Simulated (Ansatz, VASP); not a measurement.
# Cross-check of In7GaAs8 (random alloy of the zinc-blende GaAs-InAs line, x = 0.875) between VASP and Ansatz, part 2 of 2

Wanted: the spread between two codes on one cell, functional and k mesh. Of the first pair: The structure shown is the start of the Ansatz relaxation below; VASP solves that cell, so the two are compared at the walk's first step.

VASP 6.6.1 and Ansatz 0.2.0.

So far: The structure; Ansatz: relaxation, PBE.

## Step 3: VASP: single point, PBE, start cell, pair 1

Level of this step: PBE; plane waves and PAW (In_d, As, Ga_d) (VASP).

The same cell, functional, mesh and smearing now go to VASP, with its own data sets.

Lines of VASP's logs that name or quote its potential files are left out, and so is its time.

INCAR reads:

```
SYSTEM = In7GaAs8
PREC = Accurate
ENCUT = 400
EDIFF = 1E-06
NELM = 120
ISMEAR = -1
SIGMA = 0.025
LREAL = Auto
ALGO = Normal
GGA = PE
NBANDS = 336
LORBIT = 11
LWAVE = .FALSE.
LCHARG = .FALSE.
ISIF = 2
LASPH = .TRUE.
GGA_COMPAT = .FALSE.
NCORE = 2
```

POSCAR reads:

```
In7GaAs8
1.0
   12.2700000000      0.0000000000      0.0000000000
    0.0000000000     12.2700000000      0.0000000000
    0.0000000000      0.0000000000     12.2700000000
In As Ga
28 32 4
Direct
    0.0026487368      0.9989975550      0.9991361043
    0.2500733496      0.2509535452      0.9982070090
    0.0014669927      0.9988916055      0.4997962510
    0.9988671557      0.2493480033      0.7488834556
    0.2481825591      0.0003830481      0.7527139364
    0.2487775061      0.2527628362      0.5000814996
    0.0002037490      0.5010105949      0.0004889976
    0.9996577017      0.7509616952      0.2513691932
    0.2487693562      0.5020374898      0.2508394458
    0.2518418908      0.7524775876      0.0035615322
    0.0002607987      0.5014262429      0.5005134474
    0.0003830481      0.7512387938      0.7496414018
    0.2503178484      0.5001874491      0.7489079055
    0.2519478403      0.7503015485      0.4993887531
    0.5006601467      0.2509698452      0.2482233089
    0.7495680522      0.0000488998      0.2477587612
    0.7505704971      0.2478565607      0.9999429503
    0.5026487368      0.2505460473      0.7480521597
    0.7480032600      0.0008964955      0.7512876936
    0.7513121434      0.2500814996      0.4996984515
    0.5008638957      0.5002200489      0.0001303993
    0.4994865526      0.7460309698      0.2516870416
    0.7497799511      0.4998125509      0.2500325998
    0.7504074980      0.7495191524      0.0008068460
    0.5035696822      0.4969111654      0.4989486553
    0.5000733496      0.7496332518      0.7521678892
    0.7479299104      0.5005134474      0.7508231459
    0.7509209454      0.7503911980      0.5004563977
    0.1232518337      0.1264140179      0.1212469438
    0.1245884271      0.3773838631      0.3716381418
    0.3732110839      0.1247188264      0.3735696822
    0.3768704156      0.3764710676      0.1258190709
    0.1234718826      0.1245639772      0.6258598207
    0.1236185819      0.3739119804      0.8749796251
    0.3762102689      0.1246862266      0.8735533822
    0.3739608802      0.3753137734      0.6284189079
    0.1244335778      0.6231377343      0.1244335778
    0.1265199674      0.8754686227      0.3764384678
    0.3745069275      0.6258027710      0.3748818256
    0.3727220864      0.8726487368      0.1241809291
    0.1217033415      0.6244987775      0.6263488183
    0.1246699267      0.8752974735      0.8756723716
    0.3756234719      0.6251996740      0.8768378158
    0.3739608802      0.8756886716      0.6251263244
    0.6261369193      0.1242705786      0.1270008150
    0.6252811736      0.3762102689      0.3734474328
    0.8755093725      0.1263814181      0.3736022820
    0.8723716381      0.3768296659      0.1256723716
    0.6282070090      0.1219722901      0.6270089650
    0.6264140179      0.3747106764      0.8740179299
    0.8739771801      0.1258516707      0.8731295844
    0.8748329258      0.3764221679      0.6262184189
    0.6260065200      0.6253789731      0.1261124694
    0.6285574572      0.8757212714      0.3748410758
    0.8731703341      0.6241564792      0.3733659332
    0.8747188264      0.8766096170      0.1253463733
    0.6264710676      0.6291198044      0.6245884271
    0.6245313773      0.8761124694      0.8744824776
    0.8771067645      0.6248166259      0.8739934800
    0.8748818256      0.8768867156      0.6255990220
    0.0028361858      0.2487612062      0.2505215974
    0.2494702526      0.9993724531      0.2518500407
    0.4994376528      0.0000733496      0.9989894051
    0.4999592502      0.9987367563      0.5020782396
```

KPOINTS reads:

```
Automatic mesh
0
Gamma
1 1 1
0 0 0
```

The projector-augmented-wave data sets are In_d, As and Ga_d (PBE family, release 64).

The run is started by

```sh
> mpirun -np 8 vasp_gam
```

Numbers of over 12 decimals in the logs are rounded to 6 here.

Output:

```text
[banner, memory and clock lines left out]
running    8 mpi-ranks, on    1 nodes
[...]
LDA part: xc-table for (Slater+PW92), standard interpolation
 POSCAR, INCAR and KPOINTS ok, starting setup
[...]
entering main loop
       N       E                     dE             d eps       ncg     rms          rms(c)
DAV:   1     0.835239579298E+04    0.83524E+04   -0.21378E+05   704   0.191E+03
DAV:   2     0.177485327565E+04   -0.65775E+04   -0.64347E+04   672   0.574E+02
DAV:   3     0.133199091833E+02   -0.17615E+04   -0.16617E+04   776   0.257E+02
DAV:   4    -0.233781917792E+03   -0.24710E+03   -0.23431E+03   816   0.921E+01
[...]
DAV:  15    -0.243316940255E+03   -0.80091E-05   -0.42440E-05   920   0.278E-02    0.110E-02
DAV:  16    -0.243316941823E+03   -0.15675E-05   -0.83527E-06   704   0.105E-02    0.621E-03
DAV:  17    -0.243316941828E+03   -0.49549E-08   -0.26504E-06   496   0.107E-02
   1 F= -.24331694E+03 E0= -.24327059E+03  d E =-.927113E-01
```

From OUTCAR (step 3):

```text
  Total       12.2786691     12.3394058     12.2547351      0.5285579      1.1842144     -0.8337689
  in kB       10.6494748     10.7021527     10.6287164      0.4584262      1.0270870     -0.7231404
  external PRESSURE =      10.6601146 kB  Pullay stress =       0.0000000 kB

 POSITION                                       TOTAL-FORCE (eV/Angst)
 -----------------------------------------------------------------------------------
      0.03250     12.25770     12.25940        -0.395063      0.123114     -0.025942
      3.06840      3.07920     12.24800         0.202217      0.007301      0.109586
      0.01800     12.25640      6.13250        -0.168351      0.168110     -0.024243
     12.25610      3.05950      9.18880         0.022559      0.072316      0.055514
      3.04520      0.00470      9.23580         0.123847      0.003251     -0.185055
      3.05250      3.10140      6.13600        -0.012929     -0.168944     -0.023477
      0.00250      6.14740      0.00600        -0.104184     -0.235614     -0.029777
     12.26580      9.21430      3.08430         0.058513     -0.061199     -0.094179
      3.05240      6.16000      3.07780         0.217195     -0.071944     -0.174770
      3.09010      9.23290      0.04370        -0.353442     -0.396376     -0.363560
      0.00320      6.15250      6.14130        -0.159517     -0.137462     -0.146185
      0.00470      9.21770      9.19810        -0.111139      0.059188      0.042013
      3.07140      6.13730      9.18910        -0.164360      0.112955      0.310027
      3.09140      9.20620      6.12750        -0.171820     -0.112721      0.223679
[...]
-----------------------------------------------------------------------------------
    total drift:                                0.038944     -0.064105     -0.020506

  FREE ENERGIE OF THE ION-ELECTRON SYSTEM (eV)
  ---------------------------------------------------
  free  energy   TOTEN  =      -243.3169418276 eV

  energy  without entropy=     -243.2242304919  energy(sigma->0) =     -243.27058616

[... 2 further parts left out ...]
```

The run ends at a pressure of 1.07 GPa, with forces up to 1.5 eV/Å.

## Step 4: Differences

Known differences besides the potentials themselves: the data sets hold 896 valence electrons in Ansatz (on its default PAW (the set named soft_2) files) and 576 in VASP; the cutoff is 420 eV in Ansatz and 400 eV in VASP (PREC = Accurate, projectors in real space). Total energies have different zeros and are not compared.

Forces on 9 of the 64 atoms, those with the largest forces and the largest differences (eV/Å; atoms numbered as in POSCAR):

```tsv
atom	Ansatz x, y, z	VASP x, y, z
As29	0.211, -0.004, 1.252	0.213, -0.002, 1.250
As31	0.116, -0.803, 0.132	0.126, -0.799, 0.145
As40	0.463, 1.327, 0.444	0.468, 1.334, 0.450
As45	-0.690, -0.370, -0.781	-0.699, -0.362, -0.789
As47	0.563, 0.318, -0.448	0.556, 0.309, -0.439
As48	0.697, -0.670, 0.325	0.702, -0.676, 0.320
As49	-0.795, -0.077, -0.887	-0.789, -0.077, -0.885
As54	-0.851, 0.351, 0.428	-0.855, 0.348, 0.429
As58	-0.450, 0.344, 0.688	-0.445, 0.330, 0.694
```

The forces differ by 5.3 meV/Å r.m.s., which is 1.7 % of the r.m.s. force of 0.301 eV/Å (both taken over all components).

## Step 5: Ansatz: relaxation, PBE

This run makes the geometry at which the two programs are then compared. The cell compared in this pair holds 1872.97 Å³, against 1847.28 Å³ for the pair before.

The structure compared here is the end of the Ansatz relaxation.

This is the run of step 2 again, met here at its other cell.

## Step 6: VASP: single point, PBE, relaxed cell, pair 2

The same cell, functional, mesh and smearing now go to VASP, with its own data sets.

INCAR: that of step 3 with these lines changed.

```diff
@@ -2,3 +2,3 @@
 PREC = Accurate
-ENCUT = 400
+ENCUT = 500
 EDIFF = 1E-06
```

POSCAR reads:

```
In7GaAs8
1.0
   12.3063820000      0.0295700000     -0.0239880000
    0.0295700000     12.3477430000      0.0152740000
   -0.0239880000      0.0152740000     12.3258420000
In As Ga
28 32 4
Direct
    0.0027900000      0.0022900000      0.0047300000
    0.2502300000      0.2456200000      0.0045600000
    0.0025000000      0.0017600000      0.4962500000
    0.0001700000      0.2495400000      0.7507900000
    0.2545000000      0.0000200000      0.7508000000
    0.2506000000      0.2459500000      0.4964500000
    0.0001000000      0.4970600000      0.0027300000
    0.0026000000      0.7524000000      0.2507200000
    0.2481300000      0.4977800000      0.2505000000
    0.2526800000      0.7547600000      0.0027800000
    0.0005800000      0.4980200000      0.4980800000
    0.0004600000      0.7500200000      0.7500400000
    0.2504500000      0.4998400000      0.7500400000
    0.2525700000      0.7539100000      0.4980900000
    0.4980600000      0.2438200000      0.2504100000
    0.7481300000      0.0021800000      0.2507300000
    0.7504800000      0.2476000000      0.0025500000
    0.5003900000      0.2453400000      0.7499700000
    0.7455800000      0.9999200000      0.7502800000
    0.7500100000      0.2471100000      0.4979600000
    0.5006500000      0.5003400000      0.0005200000
    0.4982700000      0.7558000000      0.2503400000
    0.7527300000      0.4974500000      0.2503000000
    0.7478000000      0.7518500000      0.0008900000
    0.5001700000      0.4993500000      0.5004000000
    0.5002400000      0.7544900000      0.7510900000
    0.7502500000      0.4998100000      0.7510200000
    0.7486900000      0.7526400000      0.5006300000
    0.1266500000      0.1250400000      0.1386600000
    0.1192900000      0.3676500000      0.3684400000
    0.3749800000      0.1127600000      0.3747200000
    0.3752200000      0.3746300000      0.1253900000
    0.1260700000      0.1251200000      0.6255100000
    0.1264500000      0.3736300000      0.8759700000
    0.3806500000      0.1195100000      0.8823400000
    0.3740400000      0.3728600000      0.6237400000
    0.1256700000      0.6267500000      0.1239400000
    0.1330100000      0.8826800000      0.3670000000
    0.3744100000      0.6253200000      0.3731200000
    0.3739000000      0.8895400000      0.1256900000
    0.1260600000      0.6266400000      0.6219200000
    0.1254300000      0.8772000000      0.8746400000
    0.3745700000      0.6278600000      0.8746700000
    0.3815100000      0.8823300000      0.6179300000
    0.6182000000      0.1190900000      0.1182200000
    0.6235200000      0.3733000000      0.3728900000
    0.8806700000      0.1313300000      0.3670600000
    0.8818300000      0.3661400000      0.1314800000
    0.6181200000      0.1188500000      0.6157600000
    0.6251700000      0.3737600000      0.8746700000
    0.8746200000      0.1243000000      0.8746800000
    0.8736600000      0.3745100000      0.6238200000
    0.6246000000      0.6263700000      0.1268700000
    0.6191600000      0.8829300000      0.3805100000
    0.8748100000      0.6277000000      0.3745000000
    0.8738600000      0.8764600000      0.1256200000
    0.6242900000      0.6268500000      0.6256200000
    0.6169000000      0.8829500000      0.8828800000
    0.8744800000      0.6258300000      0.8763100000
    0.8753900000      0.8778900000      0.6238400000
    0.0027600000      0.2471800000      0.2505700000
    0.2526500000      0.0022600000      0.2507200000
    0.4974100000      0.0002800000      0.0031000000
    0.4985800000      0.9998100000      0.4979600000
```

KPOINTS is that of step 3.

The run is started by

```sh
> mpirun -np 8 vasp_gam
```

Output:

```text
[... set-up lines as in an earlier step ...]
 entering main loop
       N       E                     dE             d eps       ncg     rms          rms(c)
DAV:   1     0.905670495240E+04    0.90567E+04   -0.24277E+05   704   0.220E+03
DAV:   2     0.202136379486E+04   -0.70353E+04   -0.68884E+04   672   0.650E+02
DAV:   3     0.631974242074E+02   -0.19582E+04   -0.18531E+04   768   0.279E+02
DAV:   4    -0.230755647440E+03   -0.29395E+03   -0.27795E+03   808   0.102E+02
[...]
DAV:  14    -0.244698895112E+03   -0.29645E-04   -0.10485E-04   736   0.415E-02    0.336E-02
DAV:  15    -0.244698900343E+03   -0.52314E-05   -0.31398E-05  1024   0.166E-02    0.816E-03
DAV:  16    -0.244698900834E+03   -0.49106E-06   -0.48762E-06   512   0.834E-03
   1 F= -.24469890E+03 E0= -.24465831E+03  d E =-.811883E-01
```

From OUTCAR (step 6):

```text
  Total        0.6154775      0.7911223      0.8229634      0.0576400      0.0286477     -0.0423698
  in kB        0.5264935      0.6767441      0.7039817      0.0493065      0.0245059     -0.0362441
  external PRESSURE =       0.6357397 kB  Pullay stress =       0.0000000 kB

 POSITION                                       TOTAL-FORCE (eV/Angst)
 -----------------------------------------------------------------------------------
      0.03429      0.02843      0.05827         0.000173      0.003838      0.007556
      3.08658      3.04032      0.05395         0.001734     -0.000348      0.002224
      0.01891      0.02939      6.11667         0.013512      0.001357     -0.006233
     -0.00854      3.09273      9.25793         0.002397      0.001378      0.004182
      3.11396      0.01924      9.24814         0.010904     -0.000175     -0.003162
      3.07934      3.05192      6.11691         0.013026     -0.003140      0.001124
      0.01586      6.13761      0.04124        -0.003819     -0.002819      0.004033
      0.04823      9.29435      3.10176         0.001382      0.003530      0.002486
      3.06229      6.15762      3.08927        -0.010846     -0.006393      0.006658
      3.13183      9.32710      0.03973        -0.001320      0.003575      0.005377
      0.00992      6.15705      6.14685         0.005910     -0.007369     -0.005694
      0.00985      9.27252      9.25632         0.005125     -0.001102      0.005062
      3.07892      6.19076      9.24650         0.005091     -0.002574     -0.000222
      3.11857      9.32416      6.14484         0.001521     -0.002141     -0.002268
[...]
-----------------------------------------------------------------------------------
    total drift:                                0.030519     -0.002938      0.014940

  FREE ENERGIE OF THE ION-ELECTRON SYSTEM (eV)
  ---------------------------------------------------
  free  energy   TOTEN  =      -244.6989008342 eV

  energy  without entropy=     -244.6177125110  energy(sigma->0) =     -244.65830667

[... 1 part as in an earlier step ...]

[... 1 further part left out ...]
```

The gap is under twice the smearing width, so the edge states are partly filled and the run can't tell a small gap from a semimetal.

## Step 7: Comparison

What differs besides the data sets and the points named for the pairs above, as far as they apply: the data sets hold 896 valence electrons in Ansatz (on its default PAW (the set named soft_2) files) and 576 in VASP; the cutoff is 420 eV in Ansatz and 500 eV in VASP (PREC = Accurate, projectors in real space). Total energies have different zeros and are not compared.

Both answers:

```tsv
quantity	Ansatz	VASP	difference
pressure (GPa)	0.00	0.06	-0.06
```

The largest component of a force difference here is 9 meV/Å.

## Step 8: Outcome

```json
{
 "r.m.s. force difference (single point, PBE, start cell, pair 1)": "1.7 % of the r.m.s. force",
 "difference in pressure (single point, PBE, relaxed cell, pair 2)": "-0.060 GPa"
}
```

The r.m.s. force difference is 1.7 % of the r.m.s. force (single point, PBE, start cell, pair 1), within the 3 % picked in this series as the mark of a large difference. The data sets hold unlike numbers of valence electrons (896 in Ansatz and 576 in VASP), so part of the differences may come from the potentials. How closely two codes agree says nothing of how well the functional describes the real material.

[Lines on the potential files, build, host, timing and source positions are cut from VASP's logs without a mark.]

[Logs are printed without paths, hosts, clocks, repeated set-up lines and the standing remarks that a program may print on its own settings, such as how far it seeks lower states.]

[Hosts, paths, dates, database ids (printed as entryN), source tags and the programs' standing remarks are cut or masked in the printed files.]
